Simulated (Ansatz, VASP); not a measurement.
**BaTe: VASP beside Ansatz**

```
CELL_PARAMETERS angstrom
0.00000 3.29634 3.29634
3.29634 0.00000 3.29634
3.29634 3.29634 0.00000
ATOMIC_POSITIONS crystal
Ba 0.00000 0.00000 0.00000
Te 0.50000 0.50000 0.50000
```

Alike in both runs: functional PBEsol; k mesh 6 × 6 × 6; no spin polarisation.

Ansatz relaxed the structure, and its values are those at the end. VASP's run is a single point on that final structure, the one shown.

|  | VASP | Ansatz |
| --- | --- | --- |
| version | VASP 6.6.1 | Ansatz 0.2.0 |
| potentials or method | VASP PAW PBE potentials, release 64 (Ba_sv, Te) | PAW with Ansatz's default frozen-core files, scalar-relativistic |
| plane-wave cutoff (eV) | 520 | 420 |
| occupations | gaussian, width 0.01 eV | fixed |
| valence electrons in the cell | 16 | 26 |

Ansatz gave:

* pressure (GPa): 7.0

Q: What did VASP give for the same quantities?

A: Pressure (GPa): 7.7.

The two sets of potentials don't hold the same shells in valence.

Caveats: the PAW data sets were made with another functional, which shifts forces and pressure a little (VASP). A k mesh can miss the band edges.
